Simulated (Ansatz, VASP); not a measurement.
## Two plane-wave programs on Al

Contents of POSCAR:

```
Al
1.0
    0.0000000000      2.0248050000      2.0248050000
    2.0248050000      0.0000000000      2.0248050000
    2.0248050000      2.0248050000      0.0000000000
Al
1
Direct
    0.0000000000      0.0000000000      0.0000000000
```

File INCAR.step1:

```
SYSTEM = Al
PREC = Accurate
ENCUT = 600
ISMEAR = -1
SIGMA = 0.05
LREAL = .False.
LASPH = .True.
NELM = 100
GGA = PE
ALGO = Normal
EDIFF = 1E-4
LWAVE = .True.
LCHARG = .False.
```

Contents of INCAR.step2:

```
SYSTEM = Al
PREC = Accurate
ENCUT = 600
EDIFF = 1E-6
ISMEAR = -1
SIGMA = 0.05
LREAL = .False.
LASPH = .True.
NELM = 100
ALGO = Normal
ISIF = 3
LWAVE = .False.
LCHARG = .False.
METAGGA = R2SCAN
LMIXTAU = .True.
LUSE_VDW = .True.
IVDW_NL = 2
BPARAM = 11.95
CPARAM = 0.0093
IBRION = 2
NSW = 60
EDIFFG = -0.01
ISTART = 1
```

File KPOINTS:

```
Automatic mesh
0
Gamma
  11 11 11
  0 0 0
```

The input input.yaml:

```yaml
crystal:
  lattice:
    - [0.0, 2.024805, 2.024805]
    - [2.024805, 0.0, 2.024805]
    - [2.024805, 2.024805, 0.0]
  atoms:
    - { symbol: Al, position: [0.0, 0.0, 0.0] }
hamiltonian:
  xc: r2scan
  pseudopotentials: { kind: paw }
  dispersion: rvv10
kpoints:
  mp_grid: { grid: [11, 11, 11] }
scf:
  occupations: { method: fermi_dirac, width: 0.05 }
output:
  forces: true
  stress: true
relax:
  f_tol: 0.01
  max_steps: 40
  cell: { stress_tol: 0.05 }
```

Alike in both runs: task relaxation of cell and atoms; functional r2SCAN; dispersion rVV10; k mesh 11 × 11 × 11; occupations fermi-dirac, width 0.05 eV; no spin polarisation.

|  | VASP | Ansatz |
| --- | --- | --- |
| version | VASP 6.6.1 | Ansatz 0.2.0 |
| potentials or method | VASP PAW PBE potentials, release 64 (Al) | Ansatz PAW |
| plane-wave cutoff (eV) | 600 | 500 |
| valence electrons in the cell | 3 | 3 |

Ansatz gave:

```
relaxed volume (Å³/atom)                                     : 15.89
relaxed cell length with the largest relative difference (Å) : 2.822
energy change over the relaxation (meV/atom)                 : -8
```

Problem. Estimate VASP's values.

Solution. Relaxed volume (Å³/atom): 15.84; relaxed cell length with the largest relative difference (Å): 2.819; energy change over the relaxation (meV/atom): -10.

Caveats: the PAW data sets were made with another functional, which shifts forces and pressure a little (VASP); the plane-wave basis is chosen anew once the cell has moved, so the energies of steps on either side of that aren't comparable (Ansatz); the PAW data sets come from PBE, with cores solved anew for the run's functional, which leaves a small shift of forces and pressure (Ansatz).
